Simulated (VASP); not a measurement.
# SrO (Fm-3m) in VASP: notebook

The runs below take SrO through relaxation of cell and atoms, single point, with PBEsol.

All numbers are computed with VASP 6.6.1; they aren't measurements. Logs are shortened: lines on timing, memory, paths and dates and some standing lists are left out, and cuts for length are marked.

## Step 1: The crystal as given

It takes space group Fm-3m (No. 225, cubic). Conventional cell: a = 5.161 Å, b = 5.161 Å, c = 5.161 Å, α = 90.00°, β = 90.00°, γ = 90.00°. Sr (site symmetry m-3m) is surrounded by 6 O at 2.58 Å. O (site symmetry m-3m) has 6 Sr at 2.58 Å as nearest neighbours.

## Step 2: Relaxation of cell and atoms, PBEsol

The input, INCAR:

```
ALGO     = Normal         # electronic algorithm
EDIFF    = 1E-7           # SCF threshold, eV
EDIFFG   = -0.005         # ionic threshold
ENCUT    = 600            # plane-wave cutoff, eV
GGA      = PS             # functional
IBRION   = 2              # ionic algorithm
ISIF     = 3              # what is computed and relaxed
ISMEAR   = 0              # smearing method
LASPH    = True           # aspherical terms in the spheres
LCHARG   = False          # write CHGCAR
LREAL    = False          # projectors in reciprocal space
LWAVE    = False          # write WAVECAR
NELM     = 60             # most SCF steps
NSW      = 90             # ionic steps
PREC     = Accurate       # precision mode
SIGMA    = 0.02           # smearing width, eV
```

The input, KPOINTS:

```
k-points
0
Gamma
  4 4 4
```

The input, POSCAR:

```
SrO
1.0
    0.0000000000      2.5806600000      2.5806600000
    2.5806600000      0.0000000000      2.5806600000
    2.5806600000      2.5806600000      0.0000000000
Sr O
1 1
Direct
    0.0000000000      0.0000000000      0.0000000000
    0.5000000000      0.5000000000      0.5000000000
```

Potentials or basis: VASP PAW PBE potentials, release 64 (Sr_sv, O).

Run with:

```
cat potpaw_PBE.64/Sr_sv/POTCAR potpaw_PBE.64/O/POTCAR > POTCAR
mpirun -np 1 vasp_std > vasp.out
```

OUTCAR:

```text
EDIFF = 1E-7
   EDIFFG = -0.005
   ENCUT = 600
   GGA = PS
   IBRION = 2
   ISIF = 3
   ISMEAR = 0
   LASPH = True
   LREAL = False
   NELM = 60
   NSW = 90
   PREC = Accurate

 ion  position               nearest neighbor table
   1  0.000  0.000  0.000-   2 2.58   2 2.58   2 2.58   2 2.58   2 2.58   2 2.58
   2  0.500  0.500  0.500-   1 2.58   1 2.58   1 2.58   1 2.58   1 2.58   1 2.58

  LATTYP: Found a face centered cubic cell.
 ALAT       =     5.1613200000

  Lattice vectors:

 A1 = (   0.0000000000,   2.5806600000,   2.5806600000)
 A2 = (   2.5806600000,   0.0000000000,   2.5806600000)
 A3 = (   2.5806600000,   2.5806600000,   0.0000000000)

Analysis of symmetry for initial positions (statically):
=====================================================================
 Subroutine PRICEL returns:
 Original cell was already a primitive cell.

 Routine SETGRP: Setting up the symmetry group for a
 face centered cubic supercell.

 Subroutine GETGRP returns: Found 48 space group operations
 (whereof 48 operations were pure point group operations)
 out of a pool of 48 trial point group operations.

The static configuration has the point symmetry O_h .

Analysis of symmetry for dynamics (positions and initial velocities):
=====================================================================
 Subroutine PRICEL returns:
 Original cell was already a primitive cell.

 Routine SETGRP: Setting up the symmetry group for a
 face centered cubic supercell.

 Subroutine GETGRP returns: Found 48 space group operations
 (whereof 48 operations were pure point group operations)
 out of a pool of 48 trial point group operations.

The dynamic configuration has the point symmetry O_h .

 Subroutine INISYM returns: Found 48 space group operations
 (whereof 48 operations are pure point group operations),
 and found     1 'primitive' translations

----------------------------------------------------------------------------------------

                                     Primitive cell

  volume of cell :      34.3734

  direct lattice vectors                    reciprocal lattice vectors
     0.000000000  2.580660000  2.580660000    -0.193748886  0.193748886  0.193748886
     2.580660000  0.000000000  2.580660000     0.193748886 -0.193748886  0.193748886
     2.580660000  2.580660000  0.000000000     0.193748886  0.193748886 -0.193748886

  length of vectors
     3.649604372  3.649604372  3.649604372     0.335582914  0.335582914  0.335582914

  position of ions in fractional coordinates (direct lattice)
     0.000000000  0.000000000  0.000000000
     0.500000000  0.500000000  0.500000000

  ion indices of the primitive-cell ions
   primitive index   ion index
                 1           1
                 2           2

----------------------------------------------------------------------------------------

 KPOINTS: k-points

Automatic generation of k-mesh.
 Grid dimensions read from file:
 generate k-points for:    4    4    4

 Generating k-lattice:

  Cartesian coordinates                     Fractional coordinates (reciprocal lattice)
    -0.048437221  0.048437221  0.048437221     0.250000000  0.000000000  0.000000000
     0.048437221 -0.048437221  0.048437221     0.000000000  0.250000000  0.000000000
     0.048437221  0.048437221 -0.048437221     0.000000000  0.000000000  0.250000000

  Length of vectors
     0.083895729  0.083895729  0.083895729

  Shift w.r.t. Gamma in fractional coordinates (k-lattice)
     0.000000000  0.000000000  0.000000000

 Subroutine IBZKPT returns following result:
 ===========================================

 Found      8 irreducible k-points:

 Following reciprocal coordinates:
            Coordinates               Weight
  0.000000  0.000000  0.000000      1.000000
  0.250000  0.000000  0.000000      8.000000
  0.500000  0.000000  0.000000      4.000000
  0.250000  0.250000  0.000000      6.000000
  0.500000  0.250000  0.000000     24.000000
 -0.250000  0.250000  0.000000     12.000000
  0.500000  0.500000  0.000000      3.000000
 -0.250000  0.500000  0.250000      6.000000
   k-points           NKPTS =      8   k-points in BZ     NKDIM =      8   number of bands    NBANDS=     12
   number of dos      NEDOS =    301   number of ions     NIONS =      2
   total plane-waves  NPLWV =  27000
   dimension x,y,z NGX =    30 NGY =   30 NGZ =   30
   dimension x,y,z NGXF=    60 NGYF=   60 NGZF=   60
   ions per type =               1   1
   NGX,Y,Z   is equivalent  to a cutoff of  13.67, 13.67, 13.67 a.u.
   NGXF,Y,Z  is equivalent  to a cutoff of  27.33, 27.33, 27.33 a.u.
 SYSTEM =  unknown system
   PREC   = accura    normal or accurate (medium, high low for compatibility)
   ISTART =      0    job   : 0-new  1-cont  2-samecut
   ICHARG =      2    charge: 1-file 2-atom 10-const
   ISPIN  =      1    spin polarized calculation?
   LNONCOLLINEAR =      F non collinear calculations
   LSORBIT =      F    spin-orbit coupling
   LASPH  =      T    aspherical Exc in radial PAW
   ENCUT  =  600.0 eV  44.10 Ry    6.64 a.u.   7.29  7.29  7.29*2*pi/ulx,y,z
   NELM   =     60;   NELMIN=  2; NELMDL= -5     # of ELM steps
   EDIFF  = 0.1E-06   stopping-criterion for ELM
   LREAL  =      F    real-space projection
   EDIFFG = -.5E-02   stopping-criterion for IOM
   NSW    =     90    number of steps for IOM
   IBRION =      2    ionic relax: 0-MD 1-quasi-New 2-CG
   NFREE  =      1    steps in history (QN), initial steepest desc. (CG)
   ISIF   =      3    stress and relaxation
   ISYM   =      2    0-nonsym 1-usesym 2-fastsym
   POTIM  = 0.5000    time-step for ionic-motion
   TEBEG  =    0.0;   TEEND  =   0.0 temperature during run
   PSTRESS=    0.0 pullay stress
   NELECT =      16.0000    total number of electrons
   NUPDOWN=      -1.0000    fix difference up-down
   EMIN   =  10.00;   EMAX   =-10.00  energy-range for DOS
   EFERMI =   0.00;   METHOD = LEGACY
   ISMEAR =     0;   SIGMA  =   0.02  broadening in eV -4-tet -1-fermi 0-gaus
   EFERMI_NEDOS =   21; number of points for ismear=-14 and -15
   IALGO  =     38    algorithm
   IMIX   =      4    mixing-type and parameters
     AMIX     =   0.40;   BMIX     =  1.00
     AMIX_MAG =   1.60;   BMIX_MAG =  1.00
  volume/ion in A,a.u.               =      17.19       115.98
  Fermi-wavevector in a.u.,A,eV,Ry     =   1.268744  2.397579 21.901456  1.609712
  Thomas-Fermi vector in A             =   2.401823
   LORBIT       =      0    0 simple, 1 ext, 2 COOP (PROOUT), +10 PAW based schemes
   GGA     = PS    functional components
   LHFCALC =     F    Hartree Fock is set to
   AEXX    =    0.0000 exact exchange contribution
   IVDW    =     0    specifies the selected vdW correction
   LEPSILON=     F    determine dielectric tensor
   LRPA    =     F    only Hartree local field effects (RPA)
 conjugate gradient relaxation of ions
 non-spin polarized calculation
 Gauss-broadening in eV      SIGMA  =   0.02
  energy-cutoff  :      600.00
  volume of cell :       34.37
 maximum number of plane-waves:      1174
 NGX is ok and might be reduce to    30
   NGX = 15   NGY = 15   NGZ = 15

--------------------------------------- Ionic step        1  -------------------------------------------

 number of electron      15.9999998 magnetization

 Free energy of the ion-electron system (eV)
  ---------------------------------------------------
  ext. energy  EPLUGINS =         0.00000000
  ---------------------------------------------------
  free energy    TOTEN  =       -12.63521893 eV

  energy without entropy =      -12.63521893  energy(sigma->0) =      -12.63521893

------------------------ aborting loop because EDIFF is reached ----------------------------------------

  FORCE on cell =-STRESS in cart. coord.  units (eV):
  Direction    XX          YY          ZZ          XY          YZ          ZX
  --------------------------------------------------------------------------------------
  -------------------------------------------------------------------------------------
  Total       -0.3194515     -0.3194515     -0.3194515     -0.0000000      0.0000000      0.0000000
  in kB      -14.8899451    -14.8899451    -14.8899451     -0.0000000      0.0000000      0.0000000
  external PRESSURE =     -14.8899451 kB  Pullay stress =       0.0000000 kB

 VOLUME and BASIS-vectors are now :
 -----------------------------------------------------------------------------
  energy-cutoff  :      600.00
  volume of cell :       34.37
      direct lattice vectors                 reciprocal lattice vectors
     0.000000000  2.580660000  2.580660000    -0.193748886  0.193748886  0.193748886
     2.580660000  0.000000000  2.580660000     0.193748886 -0.193748886  0.193748886
     2.580660000  2.580660000  0.000000000     0.193748886  0.193748886 -0.193748886
[... 37 lines left out ...]
 POSITION                                       TOTAL-FORCE (eV/Angst)
 -----------------------------------------------------------------------------------
      2.56077     -0.00000      2.56077        -0.000000      0.000000     -0.000000
      2.56077      2.56077      2.56077         0.000000     -0.000000      0.000000
 -----------------------------------------------------------------------------------
    total drift:                                0.000000      0.000000      0.000000

  FREE ENERGIE OF THE ION-ELECTRON SYSTEM (eV)
  ---------------------------------------------------
  free  energy   TOTEN  =       -12.6374692778 eV

  energy  without entropy=      -12.6374692778  energy(sigma->0) =      -12.63746928

--------------------------------------- Ionic step        3  -------------------------------------------

 number of electron      15.9999997 magnetization

 Free energy of the ion-electron system (eV)
  ---------------------------------------------------
  ext. energy  EPLUGINS =         0.00000000
  ---------------------------------------------------
  free energy    TOTEN  =       -12.63789936 eV

  energy without entropy =      -12.63789936  energy(sigma->0) =      -12.63789936

 E-fermi :   1.7244     XC(G=0): -10.3015

 val. band max:        1.5205093556   @ k =   0.0000   0.0000   0.0000
 cond. band min:       4.6662432949   @ k =   0.5000   0.5000   0.0000
 fundamental gap:      3.1457339393
 Fermi energy:         1.7244267626

 k-point     1 :       0.0000    0.0000    0.0000
  band No.  band energies     occupation
      1     -30.7062      2.00000
      2     -13.4836      2.00000
      3     -12.3531      2.00000
      4     -12.3531      2.00000
      5     -12.3531      2.00000
      6       1.5205      2.00000
      7       1.5205      2.00000
      8       1.5205      2.00000
      9       5.3767      0.00000
     10       7.6871      0.00000
     11       7.6871      0.00000
     12       7.6871      0.00000

 k-point     2 :       0.2500    0.0000    0.0000
  band No.  band energies     occupation
      1     -30.6343      2.00000
      2     -14.4338      2.00000
      3     -12.3961      2.00000
      4     -12.3961      2.00000
      5     -11.5777      2.00000
      6       0.1986      2.00000
      7       0.8813      2.00000
      8       0.8813      2.00000
      9       7.4443      0.00000
     10       7.6480      0.00000
     11       8.8456      0.00000
     12       8.8456      0.00000
[... 110 lines left out ...]
 POSITION                                       TOTAL-FORCE (eV/Angst)
 -----------------------------------------------------------------------------------
      0.00000      0.00000      0.00000         0.000000      0.000000      0.000000
      2.56639      2.56639      2.56639        -0.000000     -0.000000     -0.000000
 -----------------------------------------------------------------------------------
    total drift:                                0.000000      0.000000      0.000000

  FREE ENERGIE OF THE ION-ELECTRON SYSTEM (eV)
  ---------------------------------------------------
  free  energy   TOTEN  =       -12.6378993578 eV

  energy  without entropy=      -12.6378993578  energy(sigma->0) =      -12.63789936

 reached required accuracy - stopping structural energy minimisation
```

Run time: 18 s. Hardware: 1 thread of Intel Xeon Platinum 8488C (Sapphire Rapids), shared host; peak memory 0.17 GiB.

Results:

- Free energy: -12.6379 eV
- Relaxed volume: 16.90 Å³/atom
- Relaxed cell: a = 3.629 Å, b = 3.629 Å, c = 3.629 Å, α = 60.00°, β = 60.00°, γ = 60.00°
- Space group after relaxing (to 0.05 Å): Fm-3m (No. 225)
- Energy gained by relaxing: 1.3 meV/atom
- Ionic steps: 3
- Pressure after relaxing: 0.0 GPa
- Band gap on the k mesh: 3.15 eV, indirect (least direct gap 3.23 eV)

The path:
| step | energy change (eV) | largest force (eV/Å) | pressure (GPa) | volume (Å³) |
| --- | --- | --- | --- | --- |
| 1 | 0.0000 | 0.0000 | -1.49 | 34.37 |
| 2 | -0.0023 | 0.0000 | 0.63 | 33.58 |
| 3 | -0.0027 | 0.0000 | 0.00 | 33.81 |

Final structure:
```
CELL_PARAMETERS angstrom
0.00000 2.56639 2.56639
2.56639 0.00000 2.56639
2.56639 2.56639 0.00000
ATOMIC_POSITIONS crystal
Sr 0.00000 0.00000 0.00000
O 0.50000 0.50000 0.50000
```

Caveat: the k mesh is coarse (spacing up to 0.53 Å⁻¹), so the values aren't converged; the PAW data sets were made with another functional, which shifts forces and pressure a little. A k mesh can miss the band edges.

## Step 3: Single point, PBEsol

The input, INCAR:

```
SYSTEM = SrO
PREC = Accurate
ENCUT = 520
EDIFF = 1E-6
ISMEAR = 0
SIGMA = 0.02
LREAL = .FALSE.
LASPH = .TRUE.
NELM = 60
ALGO = Normal
ISIF = 2
LWAVE = .FALSE.
LCHARG = .FALSE.
GGA = PS
NBANDS = 15
```

The input, KPOINTS:

```
Automatic mesh
0
G
  8 8 8
  0 0 0
```

POSCAR is that of step 2.

Potentials or basis: VASP PAW PBE potentials, release 64 (Sr_sv, O).

Run with:

```
cat potpaw_PBE.64/Sr_sv/POTCAR potpaw_PBE.64/O/POTCAR > POTCAR
mpirun -np 1 vasp_std > vasp.out
```

Run time: 12 s. Hardware: 1 thread of Intel Xeon Platinum 8488C (Sapphire Rapids), shared host; peak memory 0.16 GiB.

The run converged. Its results:

| Property | Result |
| --- | --- |
| Free energy | -12.6376 eV |
| Pressure | -1.4 GPa |
| Band gap on the k mesh | 3.16 eV, indirect (least direct gap 3.26 eV) |

Levels at points of the mesh, in eV from the valence-band top:
```csv
k point,band 6,band 7,band 8,band 9,band 10,band 11
"(0.00, 0.00, 0.00)",0.00,0.00,0.00,3.74,6.14,6.14
"(0.50, 0.00, 0.00)",-2.20,-1.13,-1.13,6.44,8.20,8.78
"(0.50, 0.50, 0.00)",-0.46,-0.09,-0.09,3.16,7.68,10.12
```

Caveat: the PAW data sets were made with another functional, which shifts forces and pressure a little. A k mesh can miss the band edges.
